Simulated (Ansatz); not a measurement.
Here is an Ansatz 0.2.0 calculation.

The input run.py:

```python
import json

import ase.io
import numpy as np

import ansatz as az

atoms = ase.io.read("Nb.cif")
atoms.info.pop("occupancy", None)

calculation = (
    az.Crystal.from_ase(atoms)
    .calculation()
    .kpoints(9, 9, 9)
    .functional("pbesol", dispersion="d3bj")
    .pseudopotentials(kind="nc", accuracy="stringent", xc_functional="pbesol")
    .occupations(method="fermi_dirac", width=0.05)
    .density()
    .potential()
    .output_files(volumetric_format="npy")
    .electron_localization_function()
    .forces()
    .stress()
    .band_table(publish=True)
)
outcome = calculation.run(threads=2, events_out="events.jsonl")

report = outcome.report
for line in open("events.jsonl"):
    event = json.loads(line)
    if event["event"] == "scf_iter":
        d = event["data"]
        print(f"SCF {d['iter']:3d}  HF = {d['harris_foulkes_ev']:.6f} eV  dr2 = {d['dr2_ev']:.2e} eV")
    elif event["event"] in ("relax_step", "md_step"):
        d = event["data"]
        print(f"{event['event']} {d['step']:3d}  E = {d['lagrangian_ev']:.6f} eV")
np.set_printoptions(precision=5, suppress=True, linewidth=110)
print("converged:", report["converged"], "after", report["n_iterations"], "iterations")
print(f"free energy {report['free_energy_ev']:.6f} eV, Fermi level {report['fermi_energy_ev']:.4f} eV")
for key in ("band_edges_ev", "magnetization_mub", "site_moments_mub", "site_moments_nc_mub", "forces_ev_ang",
                "stress_gpa"):
    if report.get(key) is not None:
        print(key, np.array(report[key]), sep="\n")
```

Nb.cif

```cif
data_Nb
_cell_length_a 2.90795148
_cell_length_b 2.84173783
_cell_length_c 2.90125564
_cell_angle_alpha 109.55241308
_cell_angle_beta 110.22927589
_cell_angle_gamma 108.74358696
_space_group_name_H-M_alt 'P1'
_space_group_name_Hall 'P 1'
_space_group_IT_number 1
loop_
_space_group_symop_operation_xyz
'x,y,z'
loop_
_atom_site_label
_atom_site_type_symbol
_atom_site_symmetry_multiplicity
_atom_site_Wyckoff_symbol
_atom_site_fract_x
_atom_site_fract_y
_atom_site_fract_z
_atom_site_occupancy
Nb1 Nb 1 a 0.0000000000 0.0000000000 0.0000000000 1
```

Potentials or basis: PseudoDojo PBEsol stringent.

The run is started by

```console
$ python run.py
```

Q: What does it give for the pressure?

A: -15.1 GPa.

Q: What does it give for the band gap on the k mesh?

A: None (metal or under the smearing width).

Stress tensor (GPa, compression positive):
```
-15.38  -0.72  -0.01
 -0.72 -15.62   0.10
 -0.01   0.10 -14.31
```

Caveat: pairwise dispersion overbinds metals, which lowers pressure and volume.
